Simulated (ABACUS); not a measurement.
Crystal: Pd.

```
Pd
1.0
     0.00000    1.94650    1.94650
     1.94650    0.00000    1.94650
     1.94650    1.94650    0.00000
Pd
1
Direct
  0.00000 0.00000 0.00000
```

| Property | Result |
| --- | --- |
| Program | ABACUS 3.10.1 |
| Task | relaxation of cell and atoms |
| Functional | LDA |
| Potentials or basis | GBRV ultrasoft 1.5 LDA |
| Cutoff | 544 eV |
| Density cutoff | 4354 eV |
| Basis | plane waves |
| k mesh | 10 × 10 × 10 |
| Occupations | fermi-dirac, width 0.05 eV |
| Spin | no spin polarisation |

At the start: pressure -7.7 GPa; volume 14.75 Å³/atom.

Q: Where does the relaxation end?

A: Over 4 steps the energy falls by 13.2 meV/atom and the volume is 14.21 Å³/atom (-3.7 %); space group Fm-3m (No. 225, to 0.05 Å).

Step by step:
```
step  energy change (eV)  largest force (eV/Å)  pressure (GPa)  volume (Å³)
   1              0.0000                0.0000           -7.67        14.75
   2              0.0415                0.0000           19.41        13.24
   3             -0.0132                0.0000           -0.31        14.23
   4             -0.0132                0.0000            0.05        14.21
```

Final structure:
```
CELL_PARAMETERS angstrom
0.00000 1.92244 1.92244
1.92244 0.00000 1.92244
1.92244 1.92244 0.00000
ATOMIC_POSITIONS crystal
Pd 0.00000 0.00000 0.00000
```
